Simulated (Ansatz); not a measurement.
Li2O:

```xyz
3
Lattice="0.0000 2.3269 2.3269 2.3269 0.0000 2.3269 2.3269 2.3269 0.0000" Properties=species:S:1:pos:R:3 pbc="T T T"
O     0.0000    0.0000    0.0000
Li    1.1634    1.1634    1.1634
Li    3.4903    3.4903    3.4903
```

The cell comes from a database or a generator and needn't be the stable form of this composition.

Program: Ansatz 0.2.0. Alike in all runs: task band structure; potentials or basis Ansatz PAW; no spin polarisation; cell as given; k mesh 10 × 10 × 10; smearing fermi-dirac 0.05 eV.

Q: Order these runs on this cell by their pressure, lowest first.
A. level LDA; cutoff (eV) 420
B. level PBE; cutoff (eV) 420
C. level r2SCAN; cutoff (eV) 500

A: A (-8.0 GPa), C (-4.1 GPa), B (-1.4 GPa).

Caveats: the PAW data sets come from PBE, with cores solved anew for the run's functional, which leaves a small shift of forces and pressure (some runs).
